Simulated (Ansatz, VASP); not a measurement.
## Li in VASP and in Ansatz

```
Li
1.0
     0.00000    2.93330    2.93330
     2.93330    0.00000    2.93330
     2.93330    2.93330    0.00000
Li
2
Direct
  0.85250 0.88250 0.88250
  0.14750 0.11750 0.11750
```

Change from the starting cell: shortest bond scaled by 0.94, PAW files.

Alike in both runs: task electric field gradients; functional r2SCAN; k mesh 9 × 9 × 9; occupations fermi-dirac, width 0.05 eV; no spin polarisation.

|  | VASP | Ansatz |
| --- | --- | --- |
| version | VASP 6.6.1 | Ansatz 0.2.0 |
| potentials or method | VASP PAW PBE potentials, release 64 (Li_sv) | PAW with Ansatz's default frozen-core files, scalar-relativistic |
| plane-wave cutoff (eV) | 520 | 500 |
| valence electrons in the cell | 6 | 6 |

```tsv
	VASP	Ansatz	Ansatz less VASP
rms of the force components (eV/Å)	0.117	0.132	+0.0147
Vzz of the field gradient on the site that differs most (V/Å²)	0.6	0.6	+0.02
```

Atom by atom the forces differ by 0.015 eV/Å (rms over components). The functional is the same, so the differences come from potentials, cutoffs and numerics.

Caveats: the PAW data sets were made with another functional, which shifts forces and pressure a little (VASP).
